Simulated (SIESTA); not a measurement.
Crystal: MgS.

```
S Mg
1.0
     4.03462    0.00000    0.00000
    -2.01731    3.49409    0.00000
     0.00000    0.00000    6.43229
S Mg
2 2
Direct
  0.66667 0.33333 0.87924
  0.33333 0.66667 0.37924
  0.33333 0.66667 0.99575
  0.66667 0.33333 0.49575
```

The cell comes from a database or a generator and needn't be the stable form of this composition.

```yaml
Program: SIESTA 5.4.2
Task: single point
Functional: PBEsol
Potentials_or_basis: PseudoDojo 0.4 standard (PBEsol files)
Basis: DZP (energy shift 0.003 Ry; two zetas on semicore shells)
Grid_cutoff: 800 Ry
Energy_shift: 0.003 Ry
k_mesh: 8 × 8 × 4
Occupations: fermi-dirac, width 0.05 eV
Spin: no spin polarisation
```

On this cell: pressure 1.4 GPa; largest force 0.043 eV/Å; band gap on the k mesh 3.26 eV, direct.

The same run follows on a disturbed copy (atoms moved at random, drawn with an rms of 0.05 Å):

```
CELL_PARAMETERS angstrom
4.03462 0.00000 0.00000
-2.01731 3.49409 0.00000
0.00000 0.00000 6.43229
ATOMIC_POSITIONS crystal
S 0.66170 0.33747 0.87235
S 0.33641 0.66494 0.37150
Mg 0.33406 0.66863 0.99751
Mg 0.66446 0.32535 0.50085
```

What changes?

The energy moves by +6.9 meV/atom; pressure 1.5 GPa; largest force 0.502 eV/Å; band gap on the k mesh 3.34 eV, direct.

Forces on the atoms (eV/Å):
```
S    0.169 -0.057  0.379
S   -0.054 -0.114  0.378
Mg  -0.155  0.046 -0.271
Mg   0.041  0.123 -0.485
```

Stress tensor (GPa, compression positive):
```
 0.53 -0.42 -0.15
-0.42  0.70  0.24
-0.15  0.24  3.39
```

Caveats: the basis of atomic orbitals isn't converged, which shifts pressures, moduli and gaps.

